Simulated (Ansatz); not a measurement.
Crystal: CoO.

```
CELL_PARAMETERS angstrom
2.57053 0.00000 0.00000
0.00000 2.57053 0.00000
0.00000 0.00000 5.14105
ATOMIC_POSITIONS crystal
Co 0.00000 0.00000 0.00000
Co 0.00000 0.00000 0.50000
O 0.50000 0.50000 0.25000
O 0.50000 0.50000 0.75000
```

Measurements of this composition are mostly on another form, of space group No. 225.

The cell isn't the ideal one: another cell of the same crystal, with 4 atoms.

Base run:

- Program: Ansatz 0.2.0
- Functional: PBE
- Potentials or basis: Ansatz PAW
- Cutoff: 420 eV
- Density cutoff: 1680 eV
- k mesh: 10 × 10 × 5
- Occupations: fermi-dirac, width 0.05 eV
- Spin: collinear spin, antiferromagnetic start
- Starting moments: [2.0, -2.0, 0.0, 0.0] μB
- Hubbard terms: Co d U = 6 eV

Its results: band gap on the k mesh 2.17 eV; pressure 24.6 GPa; net moment 0.00 μB per cell; site moments Co +2.59, -2.59; O -0.00, +0.00 μB.

Problem. After a change of settings the same cell gave: band gap on the k mesh 2.22 eV; pressure 20.6 GPa; net moment 0.00 μB per cell; site moments Co +2.52, -2.52; O -0.00, +0.00 μB. Which change was it?
A. hubbard terms from Co d U = 6 eV to none; hubbard projectors from ortho-atomic (the default) to none
B. hubbard terms from Co d U = 6 eV to Co d U = 4 eV
C. hubbard terms from Co d U = 6 eV to Co d U = 2 eV

Solution. B.

Caveats: the magnetic or orbital state may not be the lowest; odd divisions of the mesh miss points on the zone boundary, where band edges often lie, so the gap on the mesh can be too wide; the density of states is complete only up to the lowest level of the last band computed.

Not every run made on this cell is shown here.
